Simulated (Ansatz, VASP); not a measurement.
**Se: VASP beside Ansatz**

Contents of INCAR:

```
PREC     = Accurate       # precision mode
ENCUT    = 520            # plane-wave cutoff, eV
EDIFF    = 1E-6           # SCF threshold, eV
ISMEAR   = 0              # smearing method
SIGMA    = 0.1            # smearing width, eV
LREAL    = False          # projectors in reciprocal space
LASPH    = True           # aspherical terms in the spheres
NELM     = 80             # most SCF steps
ALGO     = Normal         # electronic algorithm
ISIF     = 2              # what is computed and relaxed
LWAVE    = False          # write WAVECAR
LCHARG   = False          # write CHGCAR
GGA      = PE             # functional
IVDW     = 12             # dispersion correction
NBANDS   = 9              # bands
```

Contents of KPOINTS:

```
Automatic mesh
0
Gamma
  8 8 8
```

The input POSCAR:

```
Se
1.0
   -1.7034486149      1.7034486149      1.7034486149
    1.7034486149     -1.7034486149      1.7034486149
    1.7034486149      1.7034486149     -1.7034486149
Se
1
Direct
    0.0000000000      0.0000000000      0.0000000000
```

Input for Ansatz:

```yaml
crystal:
  lattice:
    - [-1.7034486149, 1.7034486149, 1.7034486149]
    - [1.7034486149, -1.7034486149, 1.7034486149]
    - [1.7034486149, 1.7034486149, -1.7034486149]
  atoms:
    - { symbol: Se, position: [0.0, 0.0, 0.0] }
basis:
  ecutwfc: 420
kpoints:
  mp_grid: { grid: [8, 8, 8] }
hamiltonian:
  xc: pbe
  dispersion: d3bj
scf:
  occupations: { method: gaussian, width: 0.1 }
output:
  forces: true
  stress: true
  eigenvalues: true
```

This isn't the form of Se at room conditions, which is trigonal, of chains.

Alike in both runs: task single point; functional PBE; dispersion D3(BJ); k mesh 8 × 8 × 8; occupations gaussian, width 0.1 eV; no spin polarisation.

|  | VASP | Ansatz |
| --- | --- | --- |
| version | VASP 6.6.1 | Ansatz 0.2.0 |
| potentials or method | VASP PAW PBE potentials, release 64 (Se) | scalar-relativistic, plane waves, PAW |
| plane-wave cutoff (eV) | 520 | 420 |
| valence electrons in the cell | 6 | 16 |

```tsv
	VASP	Ansatz	Ansatz less VASP
gap on the k mesh at the Fermi level (eV)	none	none	-
pressure (GPa)	-1.8	-1.8	0.00
```

A gap of «none» marks a metal or a gap that the smearing closes. The functional is the same, so the differences come from potentials, cutoffs and numerics. The two sets of potentials don't hold the same shells in valence.

Caveats: pairwise dispersion overbinds metals, which lowers pressure and volume.
